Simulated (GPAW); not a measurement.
# PbSe (Clausthalite) (Fm-3m) in GPAW: notebook

The runs below take PbSe (Clausthalite) through band structure, G0W0 quasiparticle levels, dielectric tensor, with vdW-DF, LDA, PBE.

Program: GPAW 26.7.0. These are calculated values, not measurements. Logs are shortened: lines on timing, memory, paths and dates and some standing lists are left out, and cuts for length are marked. The log counts tension as positive stress, the text compression.

**Measured values to compare with.**

From a printed reference work, monograph, for a bulk crystal of PbSe: band gap 0.28 eV (direct) at 300 K; band gap 0.15 eV (direct) at 4.2 K.

The runs below are set against these values where they give the same quantity.

## 1. Starting point

Symmetry: Fm-3m, No. 225, cubic system. The conventional cell has a = 6.121 Å, b = 6.121 Å, c = 6.121 Å, α = 90.00°, β = 90.00°, γ = 90.00°. Pb (site symmetry m-3m) has 6 Se at 3.06 Å as nearest neighbours. Se (site symmetry m-3m) is surrounded by 6 Pb at 3.06 Å.

## 2. Band structure, vdW-DF, spin-orbit coupling, no magnetisation

Input file run.py:

```python
import numpy as np
from ase.dft.bandgap import bandgap
from ase.io import read, write
from gpaw import GPAW, PW
from gpaw.spinorbit import soc_eigenstates

atoms = read('PbSe.xyz')

calc = GPAW(mode=PW(600),
            xc={'name': 'vdW-DF', 'backend': 'libvdwxc'},
            kpts={'size': (6, 6, 6), 'gamma': True},
            occupations={'name': 'fermi-dirac', 'width': 0.05},
            nbands=19,
            convergence={'density': 1e-05, 'energy': 1e-05},
            maxiter=150,
            txt='gpaw.txt')
atoms.calc = calc
energy = atoms.get_potential_energy()
forces = atoms.get_forces()
calc.write('gs.gpw')
write('result.traj', atoms)
print(f'Energy: {energy:.6f} eV')
print('Forces (eV/A):')
print(forces.round(4))
print('Fermi level:', round(calc.get_fermi_level(), 4), 'eV')
print(f'Gap: {bandgap(calc)[0]:.4f} eV, direct: {bandgap(calc, direct=True)[0]:.4f} eV')

path = atoms.cell.bandpath('GXWKGLUWLK,UX', npoints=80, eps=1e-4)
bs_calc = calc.fixed_density(kpts=path, symmetry='off', nbands=31,
                             convergence={'bands': 'CBM+6.0', 'eigenstates': 1e-6}, txt='bands.txt')
bs = bs_calc.band_structure()
bs.write('bs.json')
print(f'Gap on the path: {bandgap(bs_calc)[0]:.4f} eV')

soc = soc_eigenstates(bs_calc, theta=90, phi=0)
np.savetxt('soc_bands.dat', soc.eigenvalues(), fmt='%.4f')
mesh = soc_eigenstates('gs.gpw', theta=90, phi=0)
np.savetxt('soc_mesh.dat', mesh.eigenvalues(), fmt='%.4f')
print('Fermi level with spin-orbit coupling:', round(mesh.fermi_level, 4), 'eV')
```

Input file PbSe.xyz:

```xyz
2
Lattice="0.0000000000 3.0606500000 3.0606500000 3.0606500000 0.0000000000 3.0606500000 3.0606500000 3.0606500000 0.0000000000" Properties=species:S:1:pos:R:3 pbc="T T T"
Pb     0.0000000000      0.0000000000      0.0000000000
Se     3.0606500000      3.0606500000      3.0606500000
```

Potentials or basis: GPAW PAW data sets (gpaw-data 1.2.1), pw.

On the command line:

```bash
$ OMP_NUM_THREADS=1 python run.py
```

gpaw.txt:

```text
__  _  _
 | _ |_)|_||  |
 |__||  | ||/\| - 26.7.0

Input parameters:
  mode=PW(ecut=600.0),
  convergence={'density': 1e-05, 'energy': 1e-05},
  kpts=MonkhorstPack(size=(6, 6, 6), gamma=True),
  maxiter=150,
  nbands=19,
  occupations=Occupations(name='fermi-dirac', width=0.05),
  xc=XC(name='vdW-DF', backend='libvdwxc')

Diagonalizing LCAO Hamiltonian
Converting LCAO to pw mode

                Se

       Pb

Atoms  # Å, Bohr magnetons
|   | symbol |        x |        y |        z |    initial magnetic moments |
|---|--------|----------|----------|----------|-----------------------------|
| 0 |     Pb | 0.000000 | 0.000000 | 0.000000 | ( 0.0000,  0.0000,  0.0000) |
| 1 |     Se | 3.060650 | 3.060650 | 3.060650 | ( 0.0000,  0.0000,  0.0000) |

Unit cell  # Å
| periodic |        x |        y |        z |  lengths |    angles |
|----------|----------|----------|----------|----------|-----------|
|      yes | 0.000000 | 3.060650 | 3.060650 | 4.328413 | 60.000000 |
|      yes | 3.060650 | 0.000000 | 3.060650 | 4.328413 | 60.000000 |
|      yes | 3.060650 | 3.060650 | 0.000000 | 4.328413 | 60.000000 |

Number of symmetries: 48
Symmetry operations  # r_c * U_cc + t_c -> r_c
|    | kind |            matrix            |
|----|------|------------------------------|
|  0 |  σ   |  1, 0, 0,  1, 0,-1,  1,-1, 0 |
|  1 |  C2  |  1, 0, 0,  1,-1, 0,  1, 0,-1 |
|  2 |  E   |  1, 0, 0,  0, 1, 0,  0, 0, 1 |
|  3 |  σ   |  1, 0, 0,  0, 0, 1,  0, 1, 0 |
|  4 |  C4  |  1, 0,-1,  1, 0, 0,  1,-1, 0 |
|  5 |  S6  |  1, 0,-1,  1,-1, 0,  1, 0, 0 |
|  6 |  σ   |  1, 0,-1,  0, 1,-1,  0, 0,-1 |
|  7 |  C3  |  1, 0,-1,  0, 0,-1,  0, 1,-1 |
|  8 |  S6  |  1,-1, 0,  1, 0, 0,  1, 0,-1 |
|  9 |  C4  |  1,-1, 0,  1, 0,-1,  1, 0, 0 |
| 10 |  C3  |  1,-1, 0,  0,-1, 1,  0,-1, 0 |
| 11 |  σ   |  1,-1, 0,  0,-1, 0,  0,-1, 1 |
| 12 |  σ   |  0, 1, 0,  1, 0, 0,  0, 0, 1 |
| 13 |  C4  |  0, 1, 0,  0, 1,-1, -1, 1, 0 |
| 14 |  C3  |  0, 1, 0,  0, 0, 1,  1, 0, 0 |
| 15 |  S6  |  0, 1, 0, -1, 1, 0,  0, 1,-1 |
| 16 |  C2  |  0, 1,-1,  1, 0,-1,  0, 0,-1 |
| 17 |  σ   |  0, 1,-1,  0, 1, 0, -1, 1, 0 |
| 18 |  S4  |  0, 1,-1,  0, 0,-1,  1, 0,-1 |
| 19 |  C4  |  0, 1,-1, -1, 1, 0,  0, 1, 0 |
| 20 |  C3  |  0, 0, 1,  1, 0, 0,  0, 1, 0 |
| 21 |  σ   |  0, 0, 1,  0, 1, 0,  1, 0, 0 |
| 22 |  S6  |  0, 0, 1,  0,-1, 1, -1, 0, 1 |
| 23 |  C4  |  0, 0, 1, -1, 0, 1,  0,-1, 1 |
| 24 |  S4  |  0, 0,-1,  1, 0,-1,  0, 1,-1 |
| 25 |  C3  |  0, 0,-1,  0, 1,-1,  1, 0,-1 |
| 26 |  C2  |  0, 0,-1,  0,-1, 0, -1, 0, 0 |
| 27 |  S6  |  0, 0,-1, -1, 0, 0,  0,-1, 0 |
| 28 |  S4  |  0,-1, 1,  1,-1, 0,  0,-1, 0 |
| 29 |  C4  |  0,-1, 1,  0, 0, 1, -1, 0, 1 |
| 30 |  C2  |  0,-1, 1,  0,-1, 0,  1,-1, 0 |
| 31 |  σ   |  0,-1, 1, -1, 0, 1,  0, 0, 1 |
| 32 |  C3  |  0,-1, 0,  1,-1, 0,  0,-1, 1 |
| 33 |  S6  |  0,-1, 0,  0, 0,-1, -1, 0, 0 |
| 34 |  S4  |  0,-1, 0,  0,-1, 1,  1,-1, 0 |
| 35 |  C2  |  0,-1, 0, -1, 0, 0,  0, 0,-1 |
| 36 |  C2  | -1, 1, 0,  0, 1, 0,  0, 1,-1 |
| 37 |  S6  | -1, 1, 0,  0, 1,-1,  0, 1, 0 |
| 38 |  S4  | -1, 1, 0, -1, 0, 1, -1, 0, 0 |
| 39 |  C3  | -1, 1, 0, -1, 0, 0, -1, 0, 1 |
| 40 |  S6  | -1, 0, 1,  0, 0, 1,  0,-1, 1 |
| 41 |  C2  | -1, 0, 1,  0,-1, 1,  0, 0, 1 |
| 42 |  C3  | -1, 0, 1, -1, 1, 0, -1, 0, 0 |
| 43 |  S4  | -1, 0, 1, -1, 0, 0, -1, 1, 0 |
| 44 |  C2  | -1, 0, 0,  0, 0,-1,  0,-1, 0 |
| 45 |  i   | -1, 0, 0,  0,-1, 0,  0, 0,-1 |
| 46 |  σ   | -1, 0, 0, -1, 1, 0, -1, 0, 1 |
| 47 |  C2  | -1, 0, 0, -1, 0, 1, -1, 1, 0 |

BZ-sampling:
  Number of BZ points: 216
  Number of IBZ points: 16

  Monkhorst-Pack size: [6, 6, 6]
  Monkhorst-Pack shift: [0.08333333333333333, 0.08333333333333333, 0.08333333333333333]

K-points  # in reciprocal-cell coordinates
|     |                                coordinates |     weight |
|-----|--------------------------------------------|------------|
|   0 | (  0.00000000,   0.00000000,   0.00000000) | 0.00462963 |
|   1 | (  0.16666667,   0.16666667,   0.00000000) | 0.02777778 |
|   2 | (  0.16666667,   0.16666667,   0.16666667) | 0.03703704 |
|   3 | (  0.33333333,   0.16666667,   0.16666667) | 0.05555556 |
|   4 | (  0.33333333,   0.33333333,  -0.33333333) | 0.05555556 |
|   5 | (  0.33333333,   0.33333333,   0.00000000) | 0.02777778 |
|   6 | (  0.33333333,   0.33333333,   0.16666667) | 0.11111111 |
|   7 | (  0.33333333,   0.33333333,   0.33333333) | 0.03703704 |
|   8 | (  0.50000000,   0.33333333,  -0.33333333) | 0.11111111 |
|   9 | (  0.50000000,   0.33333333,  -0.16666667) | 0.05555556 |
| ... |                                            |            |
|  15 | (  0.50000000,   0.50000000,   0.50000000) | 0.01851852 |

Plane wave coefficients: 1936
Cutoff: 600.0 eV

Spin-components: 1 (collinear spins)
Bands:           19
Projectors:      11
Spin-degeneracy: 2
Datatype:        complex128

Parallelization:
  kpt:    1
  domain: 1
  band:   1

Density:
  Valence electrons: 20.0
  Components: 1
  Grid points: [25 25 25]
  Charge: 0.0  # |e|

Potential:
  Grid points: [25 25 25]

species:
  Pb:
    name:    Lead
    Z:       82.0
    valence: 14
    core:    68
    charge:  0.0  # [|e|]
    compensation charges:
      type: gauss
      rc: 0.38  # [Å]
      lmax: 2
    cutoffs:
      filter: 2.36  # [Å]
      core: 2.43  # [Å]
    projectors
    | kind |    occ | energy [eV] | rcut [Å] |
    |------|--------|-------------|----------|
    |   6s |  2.000 |     -11.901 |    1.259 |
    |   6p |  2.000 |      -3.435 |    1.275 |
    |   5d | 10.000 |     -21.184 |    1.217 |
    |    s |        |      15.310 |    1.259 |
    |    p |        |      23.776 |    1.275 |
    |    d |        |       6.028 |    1.217 |

    Using partial waves for Pb as LCAO basis

  Se:
    name:    Selenium
    Z:       34.0
    valence: 6
    core:    28
    charge:  0.0  # [|e|]
    compensation charges:
      type: gauss
      rc: 0.27  # [Å]
      lmax: 2
    cutoffs:
      filter: 1.77  # [Å]
      core: 2.67  # [Å]
    projectors
    | kind |    occ | energy [eV] | rcut [Å] |
    |------|--------|-------------|----------|
    |   4s |  2.000 |     -17.218 |    0.847 |
    |   4p |  4.000 |      -6.473 |    1.005 |
    |    s |        |       9.994 |    0.847 |
    |    p |        |      20.738 |    1.005 |
    |    d |        |       0.000 |    0.847 |

    Using partial waves for Se as LCAO basis

Reference energy: -633393.709828  # eV

eigensolver:
  PPCG
  Converge bands: occupied
  niter=2

density mixing:
  MSR1-Mixer
  Pratt-step length: 0.05
  Maximum mixing coefficient: 0.75
  Old densities: 10
  SVD Regularization: 0.005
  Good broyden scale: 1.0
  Trust region scale: 1.0
  Backstep threshold: 4.0
  History deletion threshold: 6.0
  Fourier metric: weight=20.0, sigma=0.015

occupation numbers:
  Fermi-Dirac:
    width: 0.0500  # eV

poisson solver:
  ecut: 4800.0  # eV

xc functional:
  name: vdW-DF with libvdwxc
  Mode: serial
  Semilocal: GGA_X_PBE_R+LDA_C_PW with 2 nearest neighbor stencil
  Local blocksize: 50 x 50 x 50
  PAW datasets: revPBE

convergence criteria:
- Maximum integral of absolute [dens]ity change: 1e-05 electrons / valence electron
- Maximum [total energy] change in last 3 cyles: 1e-05 eV / valence electron
- Maximum integral of absolute [eigenst]ate change: 4e-08 eV^2 / valence electron
maximum number of iterations: 150

SCF iterations
|iter     | |      energy | eigst |  dens |
|---------|-|-------------|-------|-------|
|iter:   1| | -141.272229 | -0.25 |       |
|iter:   2| | -141.197179 | -2.05 | -1.18 |
|iter:   3| | -140.965012 | -1.69 | -1.23 |
|iter:   4| | -140.969271 | -3.30 | -1.87 |
|iter:   5| | -140.970973 | -3.89 | -2.22 |
|iter:   6| | -140.971089 | -5.26 | -3.01 |
|iter:   7| | -140.971097c| -6.54 | -3.64 |
|iter:   8| | -140.971097c| -7.53c| -4.31 |
|iter:   9| | -140.971097c| -7.70c| -5.05c|

Converged in 9 steps
Energy contributions relative to reference atoms: (reference = -633393.709828)

Energy contributions:
  Kinetic:          27.208395
  Coulomb:         -26.016358
  Zero:             -0.560621
  External:          0.000000
  Xc:             -141.602325
  Entropy:          -0.000380
  Spinorbit:         0.000000
  ----------------------------
  Free energy:    -140.971288
  Extrapolated:   -140.971097

dipole moment: (-25.666901, -25.666901, -25.666901)  # |e|*Ang

Fermi level: 6.413
Eigenvalues  # (at kpt = [0.000, 0.000, 0.000])
| band index |      eig [eV] | occ [0-2] |
|------------|---------------|-----------|
|          0 |       -10.915 |     2.000 |
|        ... |               |           |
|          2 |       -10.915 |     2.000 |
|          3 |       -10.915 |     2.000 |
|          4 |       -10.915 |     2.000 |
|          5 |        -7.373 |     2.000 |
|          6 |        -0.040 |     2.000 |
|          7 |         4.299 |     2.000 |
[... 9 lines left out ...]
|         17 |        14.954 |     0.000 |
|         18 |        15.317 |     0.000 |

Gap: 0.383 eV
Transition (v -> c):
  (s=0, k=15, n=9, [0.50, 0.50, 0.50]) -> (s=0, k=15, n=10, [0.50, 0.50, 0.50])
No difference between direct/indirect transitions

Forces  # eV/Ang
|        x |        y |        z |
|----------|----------|----------|
| -0.00000 | -0.00000 | -0.00000 |  # Pb   0
|  0.00000 |  0.00000 | -0.00000 |  # Se   1

# Writing to gs.gpw (mode='')
```

It took 43 s on 1 thread of Arm Neoverse V2, shared host; peak memory 0.34 GiB.

What came out:

* Free energy: -140.9713 eV
* Band gap on the k mesh: 0.31 eV, direct
* Band gap along the path: 0.38 eV, direct

Levels at the corners of the path, in eV from the valence-band top:
```tsv
point	band 16	band 17	band 18	band 19	band 20	band 21	band 22	band 23	band 24	band 25
Γ	-2.10	-1.32	-1.32	-1.32	-1.32	3.07	3.07	6.01	6.01	6.01
X	-4.66	-3.19	-3.19	-2.61	-2.61	4.27	4.27	4.64	4.64	6.70
W	-4.08	-3.73	-3.73	-0.46	-0.46	1.99	1.99	5.27	5.27	5.53
K	-4.26	-2.54	-2.54	-1.92	-1.92	3.22	3.22	4.58	4.58	5.88
Γ	-2.10	-1.32	-1.32	-1.32	-1.32	3.07	3.07	6.01	6.01	6.01
L	-1.27	-1.03	-1.03	0.00	0.00	0.38	0.38	1.84	1.84	2.81
U	-4.26	-2.54	-2.54	-1.92	-1.92	3.22	3.22	4.58	4.58	5.88
W	-4.08	-3.73	-3.73	-0.46	-0.46	1.99	1.99	5.27	5.27	5.53
L	-1.27	-1.03	-1.03	0.00	0.00	0.38	0.38	1.84	1.84	2.81
K	-4.26	-2.54	-2.54	-1.92	-1.92	3.22	3.22	4.58	4.58	5.88
U	-4.26	-2.54	-2.54	-1.92	-1.92	3.22	3.22	4.58	4.58	5.88
X	-4.66	-3.19	-3.19	-2.61	-2.61	4.27	4.27	4.64	4.64	6.70
```

Caveat: spin-orbit coupling was added after a scalar SCF, so levels and gaps hold it while energy, forces, pressure and moments don't; this program's spin-orbit splittings come out too wide for heavy elements; the PAW data sets were made with another functional, which shifts forces and pressure a little.

[end of part 1 of 2]
